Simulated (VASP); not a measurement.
# Cu2O (Pn-3m) in VASP: notebook

The runs below take Cu2O through single point, with PBE.

Everything below comes from runs of VASP 6.6.1. Logs are shortened: lines on timing, memory, paths and dates and some standing lists are left out, and cuts for length are marked.

**1. The undisturbed crystal**

Symmetry: Pn-3m, No. 224, cubic system. Conventional cell: a = 4.260 Å, b = 4.260 Å, c = 4.260 Å, α = 90.00°, β = 90.00°, γ = 90.00°. Cu (site symmetry -3m) has 2 O at 1.84 Å as nearest neighbours. Around O (site symmetry -43m) lie 4 Cu at 1.84 Å.

**2. Single point, PBE, collinear spin, ferromagnetic start (a relaxed cell with its volume scaled by 0.94)**

Input file INCAR:

```
SYSTEM = Cu2O
PREC = Accurate
ENCUT = 520
EDIFF = 1E-7
ISMEAR = 0
SIGMA = 0.02
LREAL = .False.
LASPH = .True.
NELM = 120
ALGO = Normal
ISIF = 2
LWAVE = .False.
LCHARG = .False.
ISPIN = 2
MAGMOM = 1 1 1 1 0 0
LORBIT = 11
LMAXMIX = 4
GGA = PE
KPAR = 8
```

Input file KPOINTS:

```
Automatic mesh
0
Gamma
  8 8 8
  0 0 0
```

Input file POSCAR:

```
Cu2O                                    
1.0
    4.2199887095      0.0000000000      0.0000000000
   -0.0000000000      4.2199887095      0.0000000000
    0.0000000000      0.0000000000      4.2199887095
  Cu              O             
     4     2
Direct
     0.2500000000000000    0.2500000000000000    0.2500000000000000
     0.2500000000000000    0.7500000000000000    0.7500000000000000
     0.7500000000000000    0.7500000000000000    0.2500000000000000
     0.7500000000000000    0.2500000000000000    0.7500000000000000
     0.0000000000000000    1.0000000000000000    1.0000000000000000
     0.5000000000000000    0.5000000000000000    0.5000000000000000
```

Potentials or basis: VASP PAW PBE potentials, release 64 (Cu, O).

Launch:

```bash
$ cat potpaw_PBE.64/Cu/POTCAR potpaw_PBE.64/O/POTCAR > POTCAR
$ mpirun -np 8 vasp_std > vasp.out
```

OUTCAR:

```text
SYSTEM = Cu2O
   PREC = Accurate
   ENCUT = 520
   EDIFF = 1E-7
   ISMEAR = 0
   LREAL = .False.
   LASPH = .True.
   NELM = 120
   ISIF = 2
   ISPIN = 2
   LORBIT = 11
   GGA = PE

 ion  position               nearest neighbor table
   1  0.250  0.250  0.250-   5 1.83   6 1.83
   2  0.250  0.750  0.750-   5 1.83   6 1.83
   3  0.750  0.750  0.250-   5 1.83   6 1.83
   4  0.750  0.250  0.750-   5 1.83   6 1.83
   5  0.000  0.000  0.000-   1 1.83   2 1.83   3 1.83   4 1.83
   6  0.500  0.500  0.500-   1 1.83   2 1.83   3 1.83   4 1.83

  LATTYP: Found a simple cubic cell.
 ALAT       =     4.2199887095

  Lattice vectors:

 A1 = (   4.2199887095,   0.0000000000,   0.0000000000)
 A2 = (   0.0000000000,   4.2199887095,   0.0000000000)
 A3 = (   0.0000000000,   0.0000000000,   4.2199887095)

Analysis of symmetry for initial positions (statically):
=====================================================================
 Subroutine PRICEL returns:
 Original cell was already a primitive cell.

 Routine SETGRP: Setting up the symmetry group for a
 simple cubic supercell.

 Subroutine GETGRP returns: Found 48 space group operations
 (whereof 24 operations were pure point group operations)
 out of a pool of 48 trial point group operations.

The static configuration has the point symmetry T_d .
 The point group associated with its full space group is O_h .

Analysis of symmetry for dynamics (positions and initial velocities):
=====================================================================
 Subroutine PRICEL returns:
 Original cell was already a primitive cell.

 Routine SETGRP: Setting up the symmetry group for a
 simple cubic supercell.

 Subroutine GETGRP returns: Found 48 space group operations
 (whereof 24 operations were pure point group operations)
 out of a pool of 48 trial point group operations.

The dynamic configuration has the point symmetry T_d .
 The point group associated with its full space group is O_h .

Analysis of structural, dynamic, and magnetic symmetry:
=====================================================================
 Subroutine PRICEL returns:
 Original cell was already a primitive cell.

 Routine SETGRP: Setting up the symmetry group for a
 simple cubic supercell.

 Subroutine GETGRP returns: Found 48 space group operations
 (whereof 24 operations were pure point group operations)
 out of a pool of 48 trial point group operations.

The overall configuration has the point symmetry T_d .
 The point group associated with its full space group is O_h .

 Subroutine INISYM returns: Found 48 space group operations
 (whereof 24 operations are pure point group operations),
 and found     1 'primitive' translations

----------------------------------------------------------------------------------------

                                     Primitive cell

  volume of cell :      75.1508

  direct lattice vectors                    reciprocal lattice vectors
     4.219988709  0.000000000  0.000000000     0.236967459  0.000000000  0.000000000
     0.000000000  4.219988709  0.000000000     0.000000000  0.236967459  0.000000000
     0.000000000  0.000000000  4.219988709     0.000000000  0.000000000  0.236967459

  length of vectors
     4.219988709  4.219988709  4.219988709     0.236967459  0.236967459  0.236967459

  position of ions in fractional coordinates (direct lattice)
     0.250000000  0.250000000  0.250000000
     0.250000000  0.750000000  0.750000000
     0.750000000  0.750000000  0.250000000
     0.750000000  0.250000000  0.750000000
     0.000000000  0.000000000  0.000000000
     0.500000000  0.500000000  0.500000000

  ion indices of the primitive-cell ions
   primitive index   ion index
                 1           1
                 2           2
                 3           3
                 4           4
                 5           5
                 6           6

----------------------------------------------------------------------------------------

 KPOINTS: Automatic mesh

Automatic generation of k-mesh.
 Grid dimensions read from file:
 generate k-points for:    8    8    8

 Generating k-lattice:

  Cartesian coordinates                     Fractional coordinates (reciprocal lattice)
     0.029620932  0.000000000  0.000000000     0.125000000  0.000000000  0.000000000
     0.000000000  0.029620932  0.000000000     0.000000000  0.125000000  0.000000000
     0.000000000  0.000000000  0.029620932     0.000000000  0.000000000  0.125000000

  Length of vectors
     0.029620932  0.029620932  0.029620932

  Shift w.r.t. Gamma in fractional coordinates (k-lattice)
     0.000000000  0.000000000  0.000000000

 Subroutine IBZKPT returns following result:
 ===========================================

 Found     35 irreducible k-points:

 Following reciprocal coordinates:
            Coordinates               Weight
  0.000000  0.000000  0.000000      1.000000
  0.125000  0.000000  0.000000      6.000000
  0.250000  0.000000  0.000000      6.000000
  0.375000  0.000000  0.000000      6.000000
  0.500000  0.000000  0.000000      3.000000
  0.125000  0.125000  0.000000     12.000000
[... 16 lines left out ...]
  0.375000  0.375000  0.125000     24.000000
  0.500000  0.375000  0.125000     24.000000
 [... further k-points ...]
   k-points           NKPTS =     35   k-points in BZ     NKDIM =     35   number of bands    NBANDS=     35
   number of dos      NEDOS =    301   number of ions     NIONS =      6
   total plane-waves  NPLWV =  32768
   dimension x,y,z NGX =    32 NGY =   32 NGZ =   32
   dimension x,y,z NGXF=    64 NGYF=   64 NGZF=   64
   ions per type =               4   2
   NGX,Y,Z   is equivalent  to a cutoff of  12.61, 12.61, 12.61 a.u.
   NGXF,Y,Z  is equivalent  to a cutoff of  25.21, 25.21, 25.21 a.u.
 SYSTEM =  Cu2O
   PREC   = accura    normal or accurate (medium, high low for compatibility)
   ISTART =      0    job   : 0-new  1-cont  2-samecut
   ICHARG =      2    charge: 1-file 2-atom 10-const
   ISPIN  =      2    spin polarized calculation?
   LNONCOLLINEAR =      F non collinear calculations
   LSORBIT =      F    spin-orbit coupling
   LASPH  =      T    aspherical Exc in radial PAW
   ENCUT  =  520.0 eV  38.22 Ry    6.18 a.u.   7.85  7.85  7.85*2*pi/ulx,y,z
   NELM   =    120;   NELMIN=  2; NELMDL= -5     # of ELM steps
   EDIFF  = 0.1E-06   stopping-criterion for ELM
   LREAL  =      F    real-space projection
   EDIFFG = 0.1E-05   stopping-criterion for IOM
   NSW    =      0    number of steps for IOM
   IBRION =     -1    ionic relax: 0-MD 1-quasi-New 2-CG
   NFREE  =      0    steps in history (QN), initial steepest desc. (CG)
   ISIF   =      2    stress and relaxation
   ISYM   =      2    0-nonsym 1-usesym 2-fastsym
   POTIM  = 0.5000    time-step for ionic-motion
   TEBEG  =    0.0;   TEEND  =   0.0 temperature during run
   PSTRESS=    0.0 pullay stress
   NELECT =      56.0000    total number of electrons
   NUPDOWN=      -1.0000    fix difference up-down
   EMIN   =  10.00;   EMAX   =-10.00  energy-range for DOS
   EFERMI =   0.00;   METHOD = LEGACY
   ISMEAR =     0;   SIGMA  =   0.02  broadening in eV -4-tet -1-fermi 0-gaus
   EFERMI_NEDOS =   21; number of points for ismear=-14 and -15
   IALGO  =     38    algorithm
   IMIX   =      4    mixing-type and parameters
     AMIX     =   0.40;   BMIX     =  1.00
     AMIX_MAG =   1.60;   BMIX_MAG =  1.00
  volume/ion in A,a.u.               =      12.53        84.52
  Fermi-wavevector in a.u.,A,eV,Ry     =   1.484202  2.804734 29.971652  2.202854
  Thomas-Fermi vector in A             =   2.597768
   LORBIT       =     11    0 simple, 1 ext, 2 COOP (PROOUT), +10 PAW based schemes
   GGA     = PE    functional components
   LHFCALC =     F    Hartree Fock is set to
   AEXX    =    0.0000 exact exchange contribution
   IVDW    =     0    specifies the selected vdW correction
   LEPSILON=     F    determine dielectric tensor
   LRPA    =     F    only Hartree local field effects (RPA)
 spin polarized calculation
 Gauss-broadening in eV      SIGMA  =   0.02
  energy-cutoff  :      520.00
  volume of cell :       75.15
 maximum number of plane-waves:      2048
 NGX is ok and might be reduce to    32
   NGX = 15   NGY = 15   NGZ = 15

 number of electron      56.0000135 magnetization       0.0019991

 number of electron      56.0000136 magnetization      -0.0000018

 Free energy of the ion-electron system (eV)
  ---------------------------------------------------
  ext. energy  EPLUGINS =         0.00000000
  ---------------------------------------------------
  free energy    TOTEN  =       -27.17282475 eV

  energy without entropy =      -27.17282475  energy(sigma->0) =      -27.17282475

 E-fermi :   5.2717     XC(G=0): -11.1998

 val. band max:        5.0976824436   @ k =   0.0000   0.0000   0.0000
 cond. band min:       5.7021970270   @ k =   0.0000   0.0000   0.0000
 fundamental gap:      0.6045145834
 Fermi energy:         5.2717277435

 spin component 1

 k-point     1 :       0.0000    0.0000    0.0000
  band No.  band energies     occupation
      1     -15.3019      1.00000
      2     -14.5083      1.00000
      3      -2.3986      1.00000
      4      -2.3986      1.00000
      5      -2.3986      1.00000
      6       0.0518      1.00000
[... 27 lines left out ...]
     34      13.2215      0.00000
     35      14.5133      0.00000

 k-point     2 :       0.1250    0.0000    0.0000
  band No.  band energies     occupation
      1     -15.2719      1.00000
      2     -14.5377      1.00000
      3      -2.3573      1.00000
      4      -2.3383      1.00000
      5      -2.3383      1.00000
      6      -0.3305      1.00000
[... 27 lines left out ...]
     34      13.1409      0.00000
     35      13.6414      0.00000
[... 796 lines left out ...]
     34      11.2899      0.00000
     35      13.9440      0.00000

 k-point    24 :       0.5000    0.3750    0.1250
  band No.  band energies     occupation
      1     -14.9691      1.00000
      2     -14.7875      1.00000
      3      -2.4470      1.00000
      4      -2.4052      1.00000
      5      -1.6571      1.00000
      6      -1.0744      1.00000
[... 27 lines left out ...]
     34      11.1917      0.00000
     35      14.3983      0.00000

 [... further k-points ...]

 spin component 2

 k-point     1 :       0.0000    0.0000    0.0000
  band No.  band energies     occupation
      1     -15.3019      1.00000
      2     -14.5083      1.00000
      3      -2.3986      1.00000
      4      -2.3986      1.00000
      5      -2.3986      1.00000
      6       0.0518      1.00000
[... 27 lines left out ...]
     34      13.2215      0.00000
     35      14.5133      0.00000

 k-point     2 :       0.1250    0.0000    0.0000
  band No.  band energies     occupation
      1     -15.2720      1.00000
      2     -14.5377      1.00000
      3      -2.3573      1.00000
      4      -2.3383      1.00000
      5      -2.3383      1.00000
      6      -0.3305      1.00000
[... 27 lines left out ...]
     34      13.1409      0.00000
     35      13.6414      0.00000
[... 796 lines left out ...]
     34      11.2899      0.00000
     35      13.9440      0.00000

 k-point    24 :       0.5000    0.3750    0.1250
  band No.  band energies     occupation
      1     -14.9691      1.00000
      2     -14.7875      1.00000
      3      -2.4470      1.00000
      4      -2.4052      1.00000
      5      -1.6571      1.00000
      6      -1.0744      1.00000
[... 27 lines left out ...]
     34      11.1917      0.00000
     35      14.4060      0.00000

 [... further k-points ...]

------------------------ aborting loop because EDIFF is reached ----------------------------------------

  FORCE on cell =-STRESS in cart. coord.  units (eV):
  Direction    XX          YY          ZZ          XY          YZ          ZX
  --------------------------------------------------------------------------------------
  -------------------------------------------------------------------------------------
  Total        3.7217467      3.7217467      3.7217467      0.0000000     -0.0000000      0.0000000
  in kB       79.3457247     79.3457247     79.3457247      0.0000000     -0.0000000      0.0000000
  external PRESSURE =      79.3457247 kB  Pullay stress =       0.0000000 kB

 VOLUME and BASIS-vectors are now :
 -----------------------------------------------------------------------------
  energy-cutoff  :      520.00
  volume of cell :       75.15
      direct lattice vectors                 reciprocal lattice vectors
     4.219988709  0.000000000  0.000000000     0.236967459  0.000000000  0.000000000
     0.000000000  4.219988709  0.000000000     0.000000000  0.236967459  0.000000000
     0.000000000  0.000000000  4.219988709     0.000000000  0.000000000  0.236967459

 POSITION                                       TOTAL-FORCE (eV/Angst)
 -----------------------------------------------------------------------------------
      1.05500      1.05500      1.05500        -0.000000     -0.000000     -0.000000
      1.05500      3.16499      3.16499         0.000000      0.000000     -0.000000
      3.16499      3.16499      1.05500         0.000000     -0.000000      0.000000
      3.16499      1.05500      3.16499        -0.000000     -0.000000      0.000000
      0.00000      0.00000      0.00000        -0.000000     -0.000000      0.000000
      2.10999      2.10999      2.10999        -0.000000     -0.000000      0.000000
 -----------------------------------------------------------------------------------
    total drift:                               -0.000000      0.000000      0.000000

  FREE ENERGIE OF THE ION-ELECTRON SYSTEM (eV)
  ---------------------------------------------------
  free  energy   TOTEN  =       -27.1728247465 eV

  energy  without entropy=      -27.1728247465  energy(sigma->0) =      -27.17282475

 total charge

# of ion       s       p       d       tot
------------------------------------------
    1        0.436   0.346   9.230  10.011
    2        0.436   0.346   9.230  10.011
    3        0.436   0.346   9.230  10.011
    4        0.436   0.346   9.230  10.011
    5        1.545   3.503   0.000   5.048
    6        1.545   3.503   0.000   5.048
--------------------------------------------------
tot          4.836   8.388  36.918  50.142

 magnetization (x)

# of ion       s       p       d       tot
------------------------------------------
    1        0.000   0.000   0.000   0.000
    2        0.000   0.000   0.000   0.000
    3        0.000   0.000   0.000   0.000
    4        0.000   0.000   0.000   0.000
    5       -0.000  -0.000   0.000  -0.000
    6       -0.000  -0.000   0.000  -0.000
--------------------------------------------------
tot          0.000  -0.000   0.000   0.000
```

It took 40 s on 8 MPI ranks of Intel Xeon Platinum 8488C (Sapphire Rapids), shared host; peak memory 0.3 GiB.

Results:

| Quantity | Value |
| --- | --- |
| Free energy | -27.1728 eV |
| Pressure | 7.9 GPa |
| Band gap on the k mesh | 0.60 eV, direct |
| Net moment | 0.00 μB per cell |
| Valence electrons inside the program's atomic spheres | Cu 10.01; O 5.05 |

A k mesh can miss the band edges.

[end of part 1 of 2]
